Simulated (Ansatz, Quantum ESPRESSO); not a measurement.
Given: the input of a run of Quantum ESPRESSO 7.5 on SrCl2. 

Contents of pw.in:

```
&CONTROL
  calculation = 'scf'
  prefix = 'pwscf'
  outdir = './tmp'
  pseudo_dir = './pseudo'
  tprnfor = .true.
  tstress = .true.
  disk_io = 'low'
/
&SYSTEM
  ibrav = 0
  nat = 3
  ntyp = 2
  ecutwfc = 45
  ecutrho = 360
  nbnd = 19
  occupations = 'smearing'
  smearing = 'fd'
  degauss = 0.00367493
/
&ELECTRONS
  conv_thr = 6d-10
  electron_maxstep = 120
  mixing_beta = 0.5
/
ATOMIC_SPECIES
Sr    87.6200 sr_pbesol_v1.uspp.F.UPF
Cl    35.4500 cl_pbesol_v1.4.uspp.F.UPF
CELL_PARAMETERS angstrom
   0.0000000000    3.4883500000    3.4883500000
   3.4883500000    0.0000000000    3.4883500000
   3.4883500000    3.4883500000    0.0000000000
ATOMIC_POSITIONS crystal
Sr     0.0000000000    0.0000000000    0.0000000000
Cl     0.7500000000    0.7500000000    0.7500000000
Cl     0.2500000000    0.2500000000    0.2500000000
K_POINTS automatic
7 7 7 0 0 0
```

pp_density.in

```
&INPUTPP
  prefix = 'pwscf'
  outdir = './tmp'
  filplot = 'density.dat'
  plot_num = 0
/
&PLOT
  nfile = 1
  filepp(1) = 'density.dat'
  iflag = 3
  output_format = 6
  fileout = 'density.cube'
/
```

Contents of pp_potential.in:

```
&INPUTPP
  prefix = 'pwscf'
  outdir = './tmp'
  filplot = 'potential.dat'
  plot_num = 11
/
&PLOT
  nfile = 1
  filepp(1) = 'potential.dat'
  iflag = 3
  output_format = 6
  fileout = 'potential.cube'
/
```

Potentials or basis: GBRV 1.5 PBEsol.

Run with:

```bash
$ OMP_NUM_THREADS=1 mpirun -n 2 pw.x -nk 2 -in pw.in > pw.out
$ OMP_NUM_THREADS=1 mpirun -n 1 pp.x -in pp_density.in > pp_density.out
$ OMP_NUM_THREADS=1 mpirun -n 1 pp.x -in pp_potential.in > pp_potential.out
```

Task: What does the same run look like in Ansatz 0.2.0? Potentials or basis there: Ansatz PAW, cutoff 420 eV.

Result: As run (cutoffs and basis follow the program's own potentials, and thresholds, step limits or extra output files can differ):

The input input.yaml:

```yaml
crystal:
  lattice:
    - [0.0, 3.48835, 3.48835]
    - [3.48835, 0.0, 3.48835]
    - [3.48835, 3.48835, 0.0]
  atoms:
    - { symbol: Sr, position: [0.0, 0.0, 0.0] }
    - { symbol: Cl, position: [0.75, 0.75, 0.75] }
    - { symbol: Cl, position: [0.25, 0.25, 0.25] }
hamiltonian:
  xc: pbesol
  pseudopotentials: { kind: paw }
kpoints:
  mp_grid: { grid: [7, 7, 7] }
scf:
  occupations: { method: fermi_dirac, width: 0.05 }
output:
  forces: true
  stress: true
  eigenvalues: true
```

Potentials or basis: Ansatz PAW.

Command:

```sh
$ ansatz run input.yaml --threads 1 --pin off --max-ram 3584MiB --backend cpu --events-out ev --progress --plain --runs-dir out
```

Both were run:

|  | Quantum ESPRESSO | Ansatz |
| --- | --- | --- |
| Pressure | -1.1 GPa | -1.1 GPa |

Ansatz's pressure holds a Pulay term of +0.00 GPa for its cutoff of 420 eV, which the other run lacks.

Ansatz's potentials were made for PBE.

Where Ansatz's input types no cutoff or centring, it takes its own default and a Γ-centred mesh.

Pressure is positive in compression.
